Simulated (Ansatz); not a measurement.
## Al$_{3}$Cu$_{2}$: how the free axis answers a strain

Al$_{3}$Cu$_{2}$, P-3m1, a = 4.099 Å, c = 4.982 Å. The structure is a Materials Project entry; whether it is the stable form wasn't checked. Ansatz: PBEsol, PAW, 420 eV, Γ-centred 12×12×8 mesh on 5 atoms, Gaussian smearing 0.10 eV; no spin polarisation. Series: biaxial strain in the a-b plane, c and atoms relaxed; x is the strain in per cent. y is the change of c in per cent of 4.982 Å.

| x (%) | y (%) |
| --- | --- |
| -3.0 | ? |
| -2.0 | 0.96 |
| -1.0 | 0.40 |
| 0.0 | 0.00 |
| 1.0 | -0.41 |
| 2.0 | -0.82 |
| 3.0 | -1.21 |

Q: Fit y = c1 x + c2 x² to the other rows, say what c1 measures, and predict the missing y.

A: Least squares on the rows shown. y = −0.4401 x + 0.01342 x². With no stress along c, c1 = −2C13/C33 = -0.440. With a term in x³ added, the coefficient of x becomes -0.4192, 5 % less, which shows how far this figure hangs on the form. At x = -3.0 the fit asked for gives 1.44 %. The run gave 1.65 %, so the fit is 0.21 % too low, 7.3 % of the span of the series, against an rms of 0.03 % on the fitted rows. The row lies outside the fitted range. With a term in x³ added, a fit to the same known rows predicts 1.54 %, which recovers part of the miss; the known rows don't hold the rest.